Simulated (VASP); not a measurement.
# What goes wrong when the modes of GaAs are computed with a bad input, part 2 of 2

Some phonon runs on GaAs get a fault in the input on purpose. Which of them show, and how? The starting structure is a measured crystal structure from the Crystallography Open Database.

VASP 6.6.1.

Results so far: reference T2 269.3 cm⁻¹.

### 3. Modes with finite displacements, else as the reference

Level of this step: LDA; plane waves and PAW (As, Ga_d) (VASP).

Against step 2 the input has IBRION = 6, NFREE = 2, POTIM = 0.015 and no LEPSILON (also changed: NSW).

Input file INCAR:

```
SYSTEM = GaAs
PREC = Accurate
ENCUT = 450
EDIFF = 1E-08
NELM = 100
ISMEAR = 0
SIGMA = 0.03
LREAL = .FALSE.
ALGO = Normal
GGA = CA
NBANDS = 15
LORBIT = 11
LWAVE = .FALSE.
LCHARG = .FALSE.
KPAR = 4
IBRION = 6
NFREE = 2
POTIM = 0.015
NSW = 1
ISIF = 2
```

Input file POSCAR:

```
GaAs
1.0
    0.0000000000      2.8047129465      2.8047129465
    2.8047129465      0.0000000000      2.8047129465
    2.8047129465      2.8047129465      0.0000000000
As Ga
1 1
Direct
    0.7500000000      0.7500000000      0.7500000000
    0.0000000000      0.0000000000      0.0000000000
```

Input file KPOINTS:

```
Automatic mesh
0
Gamma
10 10 10
0 0 0
```

The projector-augmented-wave data sets are As and Ga_d (LDA family, release 64).

On the command line:

```sh
$ mpirun -np 4 vasp_std
```

Output:

```text
[... set-up lines as in an earlier step ...]
 entering main loop
       N       E                     dE             d eps       ncg     rms          rms(c)
[... 13 cycles as in an earlier step ...]
   1 F= -.96407555E+01 E0= -.96407555E+01  d E =-.347540E-11
[...]
2 F= -.96396715E+01 E0= -.96396715E+01  d E =-.150446E-17
[...]
3 F= -.96396715E+01 E0= -.96396715E+01  d E =-.364264E-16
[...]
4 F= -.96396764E+01 E0= -.96396764E+01  d E =-.509671E-16
[...]
5 F= -.96396764E+01 E0= -.96396764E+01  d E =-.528807E-16
 Finite differences progress:
  Degree of freedom:   2/  2
  Displacement:        2/  2
  Total:               4/  4
```

Run time: 49 s. Hardware: 4 MPI ranks of Intel Xeon Platinum 8259CL at 2.50GHz (Skylake/Cascade Lake), shared host; peak memory 1.1 GiB.

OUTCAR, selected parts (step 3):

```text
  Total       -0.0037833     -0.0012244     -0.0012244      0.0000000      0.1148939      0.0000000
  in kB       -0.1373670     -0.0444554     -0.0444554      0.0000000      4.1716942      0.0000000
  external PRESSURE =      -0.0754259 kB  Pullay stress =       0.0000000 kB

 POSITION                                       TOTAL-FORCE (eV/Angst)
 -----------------------------------------------------------------------------------
      4.20707      4.20707      4.20707        -0.144267      0.000000      0.000000
     -0.01500      0.00000      0.00000         0.144267     -0.000000     -0.000000
 -----------------------------------------------------------------------------------
    total drift:                               -0.000732     -0.000001     -0.000001

  FREE ENERGIE OF THE ION-ELECTRON SYSTEM (eV)
  ---------------------------------------------------
  free  energy   TOTEN  =        -9.6396763947 eV

  energy  without entropy=       -9.6396763947  energy(sigma->0) =       -9.63967639

[... 2 parts as in an earlier step ...]

[... 1 further part left out ...]
[key lines of the parts left out:]
E-fermi :   4.2292
```

The last energy, forces and stress in OUTCAR belong to the last displaced cell, not to that of POSCAR.

With finite displacements, else as the reference the mode is T2 269.2 cm⁻¹, -0.1 cm⁻¹ from the reference.

### 4. Modes with a cutoff far too low

A slip made on purpose: a cutoff far too low. Against step 2 the input has ENCUT = 160 (also changed: NELM).

Input file INCAR:

```
SYSTEM = GaAs
PREC = Accurate
ENCUT = 160
EDIFF = 1E-08
NELM = 60
ISMEAR = 0
SIGMA = 0.03
LREAL = .FALSE.
ALGO = Normal
GGA = CA
NBANDS = 15
LORBIT = 11
LWAVE = .FALSE.
LCHARG = .FALSE.
KPAR = 4
IBRION = 8
LEPSILON = .TRUE.
ISIF = 2
```

POSCAR is that of step 3.

KPOINTS is that of step 3.

On the command line:

```sh
$ mpirun -np 4 vasp_std
```

Output:

```text
[... set-up lines as in an earlier step ...]
 entering main loop
       N       E                     dE             d eps       ncg     rms          rms(c)
DAV:   1     0.440750168809E+02    0.44075E+02   -0.54686E+03  1508   0.684E+02
DAV:   2    -0.485943686651E+01   -0.48934E+02   -0.47919E+02  1760   0.159E+02
DAV:   3    -0.633718118309E+01   -0.14777E+01   -0.14769E+01  1634   0.277E+01
DAV:   4    -0.634557584129E+01   -0.83947E-02   -0.83944E-02  1928   0.222E+00
[...]
DAV:  13    -0.540233075881E+01    0.10051E-06   -0.80287E-07  1760   0.766E-03    0.388E-03
DAV:  14    -0.540233072406E+01    0.34749E-07   -0.62901E-08  1641   0.153E-03    0.187E-04
DAV:  15    -0.540233072248E+01    0.15789E-08   -0.50390E-09   999   0.353E-04
   1 F= -.54023307E+01 E0= -.54023307E+01  d E =-.289870E-14
 Linear response reoptimize wavefunctions to high precision
DAV:   1    -0.540233072412E+01   -0.16416E-08   -0.54318E-10  1153   0.166E-04
DAV:   2    -0.540233072414E+01   -0.15461E-10   -0.85516E-11   824   0.608E-05
 Linear response G [H, r] |phi>, progress :
  Direction:   1
[...]
RMM:  12    -0.434306673819E-01    0.10970E-07    0.61856E-08  5239   0.961E-06    0.419E-08
 first order change of Fermi-energy   0.10381E-02
 force on displaced ion       1 direction 1 :  -9.322   0.000   0.000
 Born effective charge ion    1 direction 1 :  -2.240   0.000   0.000
 Linear response progress:
  Degree of freedom:   2/  2
       N       E                     dE             d eps       ncg     rms          rms(c)
RMM:   1    -0.246325005176E+00   -0.24633E+00   -0.14141E-01  6275   0.579E+00
RMM:   2    -0.242229788338E+00    0.40952E-02   -0.29063E-02  9247   0.104E+00    0.122E-01
RMM:   3    -0.242511047046E+00   -0.28126E-03   -0.13359E-03  9208   0.215E-01    0.723E-02
RMM:   4    -0.242694278656E+00   -0.18323E-03   -0.12014E-04  9695   0.927E-02    0.854E-03
[...]
RMM:  17    -0.242837546663E+00   -0.50864E-07   -0.45316E-07  6892   0.175E-05    0.278E-07
RMM:  18    -0.242837531321E+00    0.15342E-07   -0.40912E-07  5838   0.171E-05    0.166E-07
RMM:  19    -0.242837548038E+00   -0.16718E-07   -0.43793E-07  6045   0.170E-05    0.539E-08
 first order change of Fermi-energy  -0.68747E-03
 force on displaced ion       2 direction 1 :  -9.362   0.000   0.000
 Born effective charge ion    2 direction 1 :   2.557   0.000   0.000
 Born effective charges drift removed
 Linear response finished
```

Run time: 26 s. Hardware: 4 MPI ranks; peak memory 0.62 GiB.

Parts of OUTCAR (step 4):

```text
  Total      -39.6007510    -39.6007510    -39.6007510      0.0000000      0.0000000      0.0000000
  in kB    -1437.8671139  -1437.8671139  -1437.8671139      0.0000000      0.0000000      0.0000000
  external PRESSURE =   -1437.8671139 kB  Pullay stress =       0.0000000 kB

 POSITION                                       TOTAL-FORCE (eV/Angst)
 -----------------------------------------------------------------------------------
      4.20707      4.20707      4.20707        -0.000000     -0.000000     -0.000000
      0.00000      0.00000      0.00000         0.000000      0.000000      0.000000
 -----------------------------------------------------------------------------------
    total drift:                               -0.000008     -0.000008     -0.000021

 MACROSCOPIC STATIC DIELECTRIC TENSOR (including local field effects in DFT)
 ------------------------------------------------------
          30.625653     0.000000    -0.000000
           0.000000    30.625653    -0.000000
          -0.000000     0.000000    30.625653
 ------------------------------------------------------

 MACROSCOPIC STATIC DIELECTRIC TENSOR IONIC CONTRIBUTION
 ------------------------------------------------------
           2.537048     0.000000     0.000000
           0.000000     2.537048     0.000000
           0.000000     0.000000     2.537048
 ------------------------------------------------------

[... 1 part as in an earlier step ...]

[... 1 further part left out ...]
```

With a cutoff far too low the mode is T2 265.2 cm⁻¹, -4.1 cm⁻¹ from the reference.

### 5. Modes with a displacement typed far too large

A slip made on purpose: a displacement typed far too large. Against step 2 the input has IBRION = 6, NFREE = 2, POTIM = 0.25 and no LEPSILON (also changed: NELM and NSW).

Edit INCAR of step 4 so:

```diff
@@ -2,3 +2,3 @@
 PREC = Accurate
-ENCUT = 160
+ENCUT = 450
 EDIFF = 1E-08
@@ -15,4 +15,6 @@
 KPAR = 4
-IBRION = 8
-LEPSILON = .TRUE.
+IBRION = 6
+NFREE = 2
+POTIM = 0.25
+NSW = 1
 ISIF = 2
```

POSCAR is that of step 4.

KPOINTS is that of step 4.

On the command line:

```sh
$ mpirun -np 4 vasp_std
```

Output:

```text
[... set-up lines as in an earlier step ...]
 entering main loop
       N       E                     dE             d eps       ncg     rms          rms(c)
[... 13 cycles as in an earlier step ...]
   1 F= -.96407555E+01 E0= -.96407555E+01  d E =-.347540E-11
[...]
2 F= -.96396715E+01 E0= -.96396715E+01  d E =-.150446E-17
[...]
3 F= -.96396715E+01 E0= -.96396715E+01  d E =-.364264E-16
[...]
4 F= -.96396764E+01 E0= -.96396764E+01  d E =-.509671E-16
[...]
5 F= -.96396764E+01 E0= -.96396764E+01  d E =-.528807E-16
 Finite differences progress:
  Degree of freedom:   2/  2
  Displacement:        2/  2
  Total:               4/  4
```

The job ended after 50 s (4 MPI ranks; peak memory 1.1 GiB; 3.2 min of CPU time).

From OUTCAR (step 5):

```text
[... 6 parts as in an earlier step ...]

[... 1 further part left out ...]
[key lines of the parts left out:]
E-fermi :   4.2292
```

With a displacement typed far too large the mode is T2 269.2 cm⁻¹, as with finite displacements, else as the reference.

### 6. Modes with a loose electronic threshold

A slip made on purpose: a loose electronic threshold. Against step 2 the input has EDIFF = 1E-04, IBRION = 6, NFREE = 2, POTIM = 0.015 and no LEPSILON (also changed: NELM and NSW).

Edit INCAR of step 5 so:

```diff
@@ -3,3 +3,3 @@
 ENCUT = 450
-EDIFF = 1E-08
+EDIFF = 1E-04
 NELM = 60
@@ -17,3 +17,3 @@
 NFREE = 2
-POTIM = 0.25
+POTIM = 0.015
 NSW = 1
```

POSCAR is that of step 5.

KPOINTS is that of step 5.

On the command line:

```sh
$ mpirun -np 4 vasp_std
```

Output:

```text
[... set-up lines as in an earlier step ...]
 entering main loop
       N       E                     dE             d eps       ncg     rms          rms(c)
[... 8 cycles as in an earlier step ...]
DAV:   9    -0.964074585584E+01    0.29163E-04   -0.71235E-04  1719   0.338E-01
   1 F= -.96407459E+01 E0= -.96407459E+01  d E =-.945666E-12
[...]
2 F= -.96396729E+01 E0= -.96396729E+01  d E =-.300774E-19
[...]
3 F= -.96396742E+01 E0= -.96396742E+01  d E =-.134258E-20
[...]
4 F= -.96396793E+01 E0= -.96396793E+01  d E =-.100627E-19
[...]
5 F= -.96396774E+01 E0= -.96396774E+01  d E =-.420715E-19
 Finite differences progress:
  Degree of freedom:   2/  2
  Displacement:        2/  2
  Total:               4/  4
```

The job ended after 28 s (4 MPI ranks; peak memory 1.1 GiB).

From OUTCAR (step 6):

```text
  Total        0.0105280      0.0101127      0.0101127      0.0000000      0.1199015      0.0000000
  in kB        0.3822608      0.3671820      0.3671820      0.0000000      4.3535130      0.0000000
  external PRESSURE =       0.3722082 kB  Pullay stress =       0.0000000 kB

 POSITION                                       TOTAL-FORCE (eV/Angst)
 -----------------------------------------------------------------------------------
      4.20707      4.20707      4.20707        -0.144807     -0.000000     -0.000000
     -0.01500      0.00000      0.00000         0.144807      0.000000      0.000000
 -----------------------------------------------------------------------------------
    total drift:                                0.000269     -0.000009     -0.000010

  FREE ENERGIE OF THE ION-ELECTRON SYSTEM (eV)
  ---------------------------------------------------
  free  energy   TOTEN  =        -9.6396773748 eV

  energy  without entropy=       -9.6396773748  energy(sigma->0) =       -9.63967737

[... 2 parts as in an earlier step ...]

[... 1 further part left out ...]
[key lines of the parts left out:]
E-fermi :   4.2490
```

With a loose electronic threshold the mode is T2 269.5 cm⁻¹, +0.3 cm⁻¹ from finite displacements, else as the reference.

### 7. Modes with one-sided displacements

A slip made on purpose: one-sided displacements. Against step 2 the input has IBRION = 6, NFREE = 1, POTIM = 0.015 and no LEPSILON (also changed: NELM and NSW).

Edit INCAR of step 6 so:

```diff
@@ -3,3 +3,3 @@
 ENCUT = 450
-EDIFF = 1E-04
+EDIFF = 1E-08
 NELM = 60
@@ -16,3 +16,3 @@
 IBRION = 6
-NFREE = 2
+NFREE = 1
 POTIM = 0.015
```

POSCAR is that of step 6.

KPOINTS is that of step 6.

On the command line:

```sh
$ mpirun -np 4 vasp_std
```

Output:

```text
[... set-up lines as in an earlier step ...]
 entering main loop
       N       E                     dE             d eps       ncg     rms          rms(c)
[... 13 cycles as in an earlier step ...]
   1 F= -.96407555E+01 E0= -.96407555E+01  d E =-.347540E-11
 Found     2 degrees of freedom:
 Finite differences POTIM= 0.01500 DOF=   2
[...]
N       E                     dE             d eps       ncg     rms          rms(c)
[... 6 cycles as in an earlier step ...]
   2 F= -.96396715E+01 E0= -.96396715E+01  d E =-.150446E-17
 Finite differences progress:
  Degree of freedom:   1/  2
  Displacement:        1/  1
  Total:               1/  2
[...]
N       E                     dE             d eps       ncg     rms          rms(c)
DAV:   1    -0.963789077505E+01    0.17807E-02   -0.95349E-01  5613   0.703E+00    0.742E-02
DAV:   2    -0.963967952147E+01   -0.17887E-02   -0.18475E-02  6693   0.117E+00    0.390E-02
DAV:   3    -0.963968009841E+01   -0.57694E-06   -0.36152E-04  6829   0.180E-01    0.165E-02
DAV:   4    -0.963967636169E+01    0.37367E-05   -0.17386E-05  7719   0.459E-02    0.320E-03
DAV:   5    -0.963967638711E+01   -0.25429E-07   -0.18346E-06  6005   0.159E-02    0.137E-03
DAV:   6    -0.963967639109E+01   -0.39799E-08   -0.13475E-07  6509   0.279E-03    0.310E-04
DAV:   7    -0.963967639108E+01    0.16371E-10   -0.63524E-09  4198   0.892E-04
   3 F= -.96396764E+01 E0= -.96396764E+01  d E =-.288072E-16
 Finite differences progress:
  Degree of freedom:   2/  2
  Displacement:        1/  1
  Total:               2/  2
```

Run time: 29 s. Hardware: 4 MPI ranks; peak memory 1 GiB.

Parts of OUTCAR (step 7):

```text
  Total       -0.0040493     -0.0015087     -0.0015087      0.0000000     -0.1147835      0.0000000
  in kB       -0.1470256     -0.0547790     -0.0547790      0.0000000     -4.1676852      0.0000000
  external PRESSURE =      -0.0855279 kB  Pullay stress =       0.0000000 kB

 POSITION                                       TOTAL-FORCE (eV/Angst)
 -----------------------------------------------------------------------------------
      4.20707      4.20707      4.20707         0.144257     -0.000000     -0.000000
      0.01500      0.00000      0.00000        -0.144257      0.000000      0.000000
 -----------------------------------------------------------------------------------
    total drift:                                0.000737     -0.000001     -0.000001

  FREE ENERGIE OF THE ION-ELECTRON SYSTEM (eV)
  ---------------------------------------------------
  free  energy   TOTEN  =        -9.6396763911 eV

  energy  without entropy=       -9.6396763911  energy(sigma->0) =       -9.63967639

[... 2 parts as in an earlier step ...]

[... 1 further part left out ...]
[key lines of the parts left out:]
E-fermi :   4.2310
```

With one-sided displacements the mode is T2 269.2 cm⁻¹, as with finite displacements, else as the reference.

### 8. Comparison

| run | T2 | method | core minutes |
| --- | --- | --- | --- |
| reference | 269.3 | perturbation theory | 13.9 |
| finite displacements, else as the reference | 269.2 | finite displacements | 3.27 |
| a cutoff far too low | 265.2 | perturbation theory | 1.73 |
| a displacement typed far too large | 269.2 | finite displacements | 3.33 |
| a loose electronic threshold | 269.5 | finite displacements | 1.87 |
| one-sided displacements | 269.2 | finite displacements | 1.93 |

Modes are in cm⁻¹, degenerate ones as one, matched between runs by symmetry and order. A number in brackets counts the listed modes of one symmetry from the lowest. The symmetry labels come from an automatic analysis and can be wrong where levels nearly coincide. Core minutes are wall time times ranks of the run shown, on a shared host.

### 9. Results

```yaml
t2_reference: 269.3 cm⁻¹
t2_finite_displacements_else_as_the_reference: 269.2 cm⁻¹
t2_a_cutoff_far_too_low: 265.2 cm⁻¹
t2_a_displacement_typed_far_too_large: 269.2 cm⁻¹
t2_a_loose_electronic_threshold: 269.5 cm⁻¹
t2_one_sided_displacements: 269.2 cm⁻¹
```

What this shows: Finished, but with signs in the output that stand out against the reference: a cutoff far too low, with modes off by up to -4.1 cm⁻¹, in T2 (signs: a pressure of -143.8 GPa on the undisplaced cell); a loose electronic threshold, with modes off by up to +0.3 cm⁻¹, in T2 (signs: a pressure of -0.5 GPa on the undisplaced cell and a translation at -2 cm⁻¹ instead of zero). Little came of one-sided displacements in this material. The displacement typed far too large never took effect: VASP put its default in its place. Runs with finite displacements are held against the sound run of that kind. The dielectric constants and Born charges in the logs aren't compared here; at a small gap they can be far off, and in a run without a gap they mean nothing. The frequencies are harmonic, and the splitting of polar modes by their long-range field is left out. Further runs on this material are not shown.

[Lines on the potential files, build, host, timing and source positions are cut from VASP's logs without a mark.]

[Logs are printed without paths, hosts, clocks, repeated set-up lines and the standing remarks that a program may print on its own settings, such as how far it seeks lower states.]

[Hosts, paths, dates, database ids (printed as entryN), source tags and the programs' standing remarks are cut or masked in the printed files.]
